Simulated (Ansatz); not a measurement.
## Strain and the gap of BaHfO₃ (Pm-3m)

BaHfO₃ (Pm-3m) from a database structure, relaxed with r2SCAN in the plane-wave code Ansatz. Space group Pm-3m (No. 221), cubic; conventional cell a = 4.177 Å, 14.58 Å³ an atom. Ba is surrounded by 12 O at 2.95 Å; Hf is surrounded by 6 O at 2.09 Å; O is surrounded by 2 Hf at 2.09 Å and 4 Ba at 2.95 Å.

The axes x, y and z are those of this cell:
```xyz
5
Lattice="4.1771 0.0000 0.0000 0.0000 4.1771 0.0000 0.0000 0.0000 4.1770" Properties=species:S:1:pos:R:3 pbc="T T T"
Ba    2.0885    2.0885    4.1687
Hf    0.0000    0.0000    2.0801
O     0.0000    2.0885    2.0802
O     2.0885    0.0000    2.0802
O     0.0000    0.0000    4.1687
```

Unstrained: PBE gives an indirect gap of 3.665 eV, from R to Γ; the least direct gap is 3.772 eV at Γ. The r2SCAN gap is indirect, 4.194 eV (R to Γ), below the direct gap of 4.317 eV at Γ. HSE06 gives an indirect gap of 5.177 eV, from R to Γ; the least direct gap is 5.341 eV at Γ. Meshes: PBE 6×6×6, r2SCAN 6×6×6, HSE06 4×4×4. Strains are changes of length per length, and xy shears are angles. After each strain the atoms were relaxed again with r2SCAN within the symmetry that the strain leaves, so tilts or polar shifts that break it weren't tested; points keep the names that they have in the unstrained zone. No spin polarisation and no zero-point or thermal motion.

Changes of the least gap in eV (an overlap counts as a negative gap):
```
                                      strain  volume change (%)  space group     PBE  r2SCAN   HSE06  energy rise, r2SCAN (meV/atom)
                    uniaxial -4.84 % along x               -4.8       P4/mmm  -0.191  -0.159  -0.122                            43.2
xy shear, engineering strain (angle) +4.61 %               -0.1         Cmmm  -0.227  -0.231  -0.242                             9.6
           isotropic +4.12 % on every length              +12.9        Pm-3m  -0.272  -0.306  -0.308                           103.7
```

Uniaxial -4.84 % along x, other directions held. PBE: the gap goes from 3.665 to 3.474 eV (-0.191 eV); it turns from indirect (R → Γ) to direct (Γ). r2SCAN: the gap goes from 4.194 to 4.035 eV (-0.159 eV); it turns from indirect (R → Γ) to direct (Γ). HSE06: the gap goes from 5.177 to 5.055 eV (-0.122 eV). Stress change with r2SCAN, compression positive: xx +21.36, yy +4.70, zz +4.70 GPa.

Xy shear, engineering strain (angle) +4.61 %. HSE06: the gap goes from 5.177 to 4.935 eV (-0.242 eV). Stress change with r2SCAN, compression positive: xx +0.12, yy +0.12, zz +0.11, xy -4.59 GPa.

Isotropic +4.12 % on every length. HSE06: the gap goes from 5.177 to 4.869 eV (-0.308 eV); the edges go from R → Γ to (0.490, -1/2, -1/2) → Γ. Stress change with r2SCAN, compression positive: xx -15.90, yy -15.90, zz -15.90 GPa.

Spin-orbit coupling is left out, which matters wherever the heavy atoms make up the band edges.

Where an edge lies off the special points, it is a point of the mesh or the k point where a search put PBE's edge or least direct gap, reused for the other functionals, whose own edges may lie a little apart.

Coordinates of k points refer to the reciprocal vectors of the primitive cell of the runs.

The meshes of the hybrids are coarse, so their gaps aren't converged to the digits shown.
